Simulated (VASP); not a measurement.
## VASP 6.6.1 run: SiC

INCAR

```
ISIF = 2
BMIX = 0.5
LASPH = .TRUE.
LWAVE = .FALSE.
ISMEAR = 0
NELM = 120
PREC = Accurate
IBRION = -1
NSW = 0
LREAL = .FALSE.
ENCUT = 520
NBANDS = 11
EDIFF = 1E-7
LCHARG = .FALSE.
ALGO = Normal
SIGMA = 0.01
METAGGA = MBJ
```

KPOINTS

```
KPOINTS created by Atomic Simulation Environment
0
Gamma
10 10 10
0 0 0
```

POSCAR

```
Si C
 1.0000000000000000
     0.0000000000000000    2.1780523510378273    2.1780523510378273
     2.1780523510378273    0.0000000000000000    2.1780523510378273
     2.1780523510378273    2.1780523510378273    0.0000000000000000
 Si  C
   1   1
Cartesian
  0.0000000000000000  0.0000000000000000 -0.0000000000000000
  1.0890261755189137  1.0890261755189137  1.0890261755189137
```

The recommended PBE PAW datasets give the neutral cell 8 valence electrons.

Command

```
mpirun -np 1 vasp_std
```

OSZICAR

```
N       E                     dE             d eps       ncg     rms          rms(c)
DAV:   1     0.384611334210E+02    0.38461E+02   -0.41750E+03  1074   0.631E+02
DAV:   2     0.192756108430E+02   -0.19186E+02   -0.18474E+02  1334   0.108E+02
DAV:   3     0.187536393761E+02   -0.52197E+00   -0.52111E+00  1250   0.147E+01
DAV:   4     0.187520815676E+02   -0.15578E-02   -0.15577E-02  1177   0.103E+00
DAV:   5     0.187520771136E+02   -0.44540E-05   -0.44540E-05  1256   0.499E-02    0.848E+00
DAV:   6     0.212025001396E+02    0.24504E+01   -0.21896E+01  1073   0.230E+01    0.462E+00
DAV:   7     0.210495526110E+02   -0.15295E+00   -0.69883E+00  1087   0.124E+01    0.327E+00
DAV:   8     0.225427508626E+02    0.14932E+01   -0.29173E+00  1127   0.772E+00    0.114E+00
DAV:   9     0.227667961712E+02    0.22405E+00   -0.12033E+00  1103   0.562E+00    0.546E-01
DAV:  10     0.228979680618E+02    0.13117E+00   -0.14207E-01  1154   0.190E+00    0.533E-01
...
DAV:  39     0.230548731449E+02    0.15799E-05   -0.11799E-12   535   0.637E-06    0.302E-06
DAV:  40     0.230548734183E+02    0.27336E-06   -0.12199E-12   535   0.586E-06    0.336E-06
DAV:  41     0.230548737742E+02    0.35592E-06   -0.19499E-13   535   0.274E-06    0.239E-06
DAV:  42     0.230548740263E+02    0.25205E-06   -0.47195E-13   535   0.274E-06    0.209E-06
DAV:  43     0.230548742207E+02    0.19442E-06   -0.50899E-13   535   0.130E-06    0.175E-06
DAV:  44     0.230548746424E+02    0.42177E-06    0.44501E-13   535   0.213E-06    0.830E-07
DAV:  45     0.230548747793E+02    0.13690E-06   -0.39637E-13   535   0.144E-06    0.762E-07
DAV:  46     0.230548750229E+02    0.24359E-06   -0.15932E-15   535   0.125E-06    0.195E-07
DAV:  47     0.230548751032E+02    0.80237E-07   -0.34790E-13   535   0.962E-07
   1 F= 0.23054875E+02 E0= 0.23054875E+02  d E =-.331037E-51
```

Standard output (part)

```
POSCAR found type information on POSCAR SiC
 POSCAR found :  2 types and       2 ions
 LDA part: xc-table for (None), standard interpolation
 POSCAR, INCAR and KPOINTS ok, starting setup
 WAVECAR not read
 entering main loop
```

It converged. Results: gap between bands v and c on the k mesh 2.34 eV; least direct gap on the k mesh 5.53 eV. Band v is the last that the valence electrons fill when counted band by band, and c is the next.

The MBJ potential has no energy functional, so only its levels carry meaning.

For comparison, a separate r²SCAN run of the intended cell, on usual settings and not on those above, gives a gap of 1.72 eV on its mesh and a pressure of -0.1 GPa.

The run above took about 35 s on one core of a shared host (Intel Xeon Platinum 8488C) and held 0.14 GiB at most.
